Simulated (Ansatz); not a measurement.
# The bulk modulus of MoS₂ from a series of volumes

Reference cell: a COD entry whose atoms were relaxed with PBE, the cell held.

```cif
data_structure
_symmetry_space_group_name_H-M 'P 1'
_symmetry_Int_Tables_number 1
_cell_length_a 6.3898
_cell_length_b 6.3898
_cell_length_c 6.3898
_cell_angle_alpha 28.660
_cell_angle_beta 28.660
_cell_angle_gamma 28.660
_cell_volume 53.05
loop_
_atom_site_label
_atom_site_type_symbol
_atom_site_fract_x
_atom_site_fract_y
_atom_site_fract_z
_atom_site_occupancy
Mo1 Mo 0.99999 0.99999 0.99999 1
S2 S 0.24830 0.24830 0.24830 1
S3 S 0.41841 0.41841 0.41841 1
```

Atoms are numbered from 1 in the order listed; like atoms form one site, named after its first atom.

Level of theory: DFT, PBE, plane waves and PAW, scalar-relativistic, collinear spin, 420 eV cutoff, Γ-centred 16×16×16 k-points, Fermi–Dirac smearing 0.02 eV (Ansatz 0.2.0). Start moments as typed (μB): 2 on each Mo, none on the rest.

The cell is scaled uniformly, and the ions relax again at each size.

| V/V₀ | pressure (GPa) | gap on the k-mesh (eV) |
| --- | --- | --- |
| 0.94 | 8.4 | 0.76 |
| 0.96 | 6.4 | 0.81 |
| 0.98 | 4.5 | 0.85 |
| 1.00 | 2.9 | 0.88 |
| 1.02 | ? | ? |
| 1.04 | 0.1 | 0.88 |
| 1.06 | -1.1 | 0.79 |

Problem. Estimate the row at V/V₀ = 1.02, the equilibrium volume and the bulk modulus.

Solution. pressure (GPa): 1.4; gap on the k-mesh (eV): 0.91. Worked: a parabola in ln(V/V₀) through the other 6 rows gives 1.4 GPa there. It crosses zero pressure at V/V₀ = 1.042, the equilibrium volume of this functional, where the bulk modulus is B = −dP/d ln V = 65 GPa. The shape of the cell is held, so in this non-cubic crystal both values are those of uniform scaling, and B is an upper bound to the hydrostatic one. No dispersion correction is included, which matters between the layers of this solid. The gap doesn't follow a straight line in the volume: it is largest at V/V₀ = 1.02 (0.91 eV) and smallest at 0.94 (0.76 eV).

PBE gaps are too small, by a third to a half in many semiconductors; their changes with volume are better.

The start moments die out, and the run ends without spin.
